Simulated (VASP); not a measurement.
## GaSb: single point with LDA

**Measured values to compare with.**

From a printed reference work, data compilation, for a bulk crystal of GaSb at 4.2 K: band gap 0.811 eV (direct).

The system is GaSb.

```
CELL_PARAMETERS angstrom
0.00000 3.02508 3.02508
3.02508 0.00000 3.02508
3.02508 3.02508 0.00000
ATOMIC_POSITIONS crystal
Ga 0.00000 0.00000 0.00000
Sb 0.25000 0.25000 0.25000
```

- Program: VASP 6.6.1
- Task: single point
- Functional: LDA
- Potentials or basis: VASP PAW LDA potentials, release 64 (Ga_d, Sb)
- Cutoff: 520 eV
- k mesh: 10 × 10 × 10
- Occupations: gaussian, width 0.1 eV
- Spin: no spin polarisation

- Pressure: 0.1 GPa
- Band gap on the k mesh: 0.12 eV, direct

Levels at points of the mesh, in eV from the valence-band top:
| k point | band 6 | band 7 | band 8 | band 9 | band 10 | band 11 | band 12 | band 13 |
| --- | --- | --- | --- | --- | --- | --- | --- | --- |
| (0.00, 0.00, 0.00) | -11.75 | 0.00 | 0.00 | 0.00 | 0.12 | 2.74 | 2.74 | 2.74 |
| (0.50, 0.00, 0.00) | -10.05 | -6.57 | -1.21 | -1.21 | 0.37 | 3.71 | 3.71 | 6.29 |
| (0.50, 0.50, 0.00) | -9.17 | -7.01 | -2.69 | -2.69 | 0.80 | 1.10 | 8.79 | 8.79 |

It took 36 s on 1 thread of Intel Xeon 8259CL, with other jobs on the host, peak memory 0.18 GiB.

Against the measured gap of GaSb, 0.811 eV (direct; 4.2 K; a printed reference work, data compilation), the calculated 0.12 eV is off by -0.70 eV. Spin-orbit coupling on Ga, Sb is left out. The value is that of LDA on a finite k mesh, which can miss the band edges, without temperature or zero-point motion. Semilocal functionals fall short of measured gaps as a rule.

Caveat: spin-orbit coupling is left out, which moves the levels of the heavy elements.
